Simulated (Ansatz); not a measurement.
Zinc-blende ZnTe was calculated with r²SCAN in Ansatz (plane waves, PAW).

Run with plane-wave cutoff 600 eV, 12×12×12 k mesh, finite displacements, scalar-relativistic PAW data made under PBE.

Computed at the level's own relaxed cell.

```yaml
crystal:
  lattice:
    - [0.00000, 3.05678, 3.05678]
    - [3.05678, 0.00000, 3.05678]
    - [3.05678, 3.05678, 0.00000]
  atoms:
    - { symbol: Zn, position: [0.00000, 0.00000, 0.00000] }
    - { symbol: Te, position: [0.75000, 0.75000, 0.75000] }
```

Harmonic phonon frequencies (cm⁻¹; i marks an imaginary mode; at Γ without the LO shift):

```
q point            frequencies
-------  ---------------------
Γ            0 0 0 176 176 176
X        57 57 143 172 172 180
L        44 44 138 174 174 176
```

With the long-range field the LO mode at Γ lies at 204 cm⁻¹.

Measured, for comparison: zone-centre TO phonon frequency 177 ± 2 cm⁻¹ (room temperature, not corrected to a static lattice, neutron, our sources range from 175 to 177; as tabulated in Vagelatos et al., J. Chem. Phys. (1974)); zone-centre LO phonon frequency 207 ± 2 cm⁻¹ (room temperature, not corrected to a static lattice, neutron, our sources range from 204 to 207; as tabulated in Vagelatos et al., J. Chem. Phys. (1974)). Computed (rounded) less measured: zone-centre TO phonon frequency -0.6 % (inside the range of the sources held), zone-centre LO phonon frequency -1 % (0.0 % to -1 % over the range).

No imaginary mode appears at these points.

Ansatz is a program for electronic structure.
